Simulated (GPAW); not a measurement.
Crystal: CoO.

```
Co O
1.0
    -1.50800    1.50800    2.10725
     1.50800   -1.50800    2.10725
     1.50800    1.50800   -2.10725
Co O
1 1
Direct
  0.00000 0.00000 0.00000
  0.50000 0.50000 0.00000
```

Base run:

- Program: GPAW 26.7.0
- Functional: PBE
- Potentials or basis: GPAW PAW data sets (gpaw-data 1.2.1)
- Cutoff: 800 eV
- Basis: pw
- k mesh: 12 × 12 × 12
- Occupations: fermi-dirac, width 0.05 eV
- Spin: collinear spin, ferromagnetic start
- Starting moments: [2.0, 0.0] μB
- Hubbard terms: Co d U = 4 eV

Its results: band gap on the k mesh none (metal or under the smearing width); pressure 4.0 GPa; net moment 3.00 μB per cell; site moments Co +2.72; O +0.17 μB.

Task: The run is repeated on the same cell with these changes: hubbard terms from Co d U = 4 eV to none. What comes out?

Result: Band gap on the k mesh none (metal or under the smearing width); pressure 0.6 GPa; net moment 2.92 μB per cell; site moments Co +2.52; O +0.23 μB.

Caveats: a cell with one magnetic atom can't hold antiferromagnetic order, which such compounds often take; semilocal functionals often make such compounds metallic where correlation or magnetic order opens a gap, which also shifts bond lengths (some runs).

Not every run made on this cell is shown here.
